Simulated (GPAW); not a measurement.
KBr:

```
Br K
1.0
     0.00000    3.30000    3.30000
     3.30000    0.00000    3.30000
     3.30000    3.30000    0.00000
Br K
1 1
Cartesian
  3.3000 3.3000 3.3000
  0.0000 0.0000 0.0000
```

```yaml
Program: GPAW 26.7.0
Task: relaxation of cell and atoms
Functional: BLYP
Potentials_or_basis: PAW data sets generated in the run's folder for this functional
Cutoff: 600 eV
Basis: pw
k_mesh: 7 × 7 × 7
Occupations: fermi-dirac, width 0.05 eV
Spin: no spin polarisation
```

At the start: pressure 1.4 GPa; volume 35.94 Å³/atom.

Question: Where does the relaxation end?

Answer: Over 4 steps the energy falls by 15.0 meV/atom and the volume is 39.45 Å³/atom (+9.8 %); space group Fm-3m (No. 225, to 0.05 Å).

Step by step:
| step | energy change (eV) | largest force (eV/Å) | pressure (GPa) | volume (Å³) |
| --- | --- | --- | --- | --- |
| 1 | 0.0000 | 0.0000 | 1.44 | 71.87 |
| 2 | -0.0043 | 0.0000 | 1.31 | 72.37 |
| 3 | -0.0296 | 0.0000 | 0.13 | 78.17 |
| 4 | -0.0301 | 0.0000 | 0.02 | 78.90 |

Final structure:
```
Br K
1.0
     0.00000    3.40417    3.40417
     3.40417    0.00000    3.40417
     3.40417    3.40417    0.00000
Br K
1 1
Direct
  0.50000 0.50000 0.50000
  0.00000 0.00000 0.00000
```

Caveat: later steps reuse the first step's grids.
